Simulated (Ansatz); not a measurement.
Crystal: Sn.

```
CELL_PARAMETERS angstrom
-1.89465 1.89465 1.89465
1.89465 -1.89465 1.89465
1.89465 1.89465 -1.89465
ATOMIC_POSITIONS crystal
Sn 0.00000 0.00000 0.00000
```

This isn't the form of Sn at room conditions, which is tetragonal (white tin).

Base run:

- Program: Ansatz 0.2.0
- Functional: PBE
- Potentials or basis: Ansatz PAW
- Cutoff: 420 eV (not typed: the program's choice for these potentials)
- k mesh: 10 × 10 × 10
- Occupations: gaussian, width 0.02 eV
- Spin: no spin polarisation

Its results: band gap on the k mesh none (metal or under the smearing width); pressure 0.7 GPa.

**Question.** The run is repeated on the same cell with these changes: functional from PBE to LDA. What comes out?

**Answer.** Band gap on the k mesh none (metal or under the smearing width); pressure -3.4 GPa.

LDA binds more tightly than PBE, so the same cell stands under less pressure.

Caveats: the PAW data sets come from PBE, with cores solved anew for the run's functional, which leaves a small shift of forces and pressure (some runs).
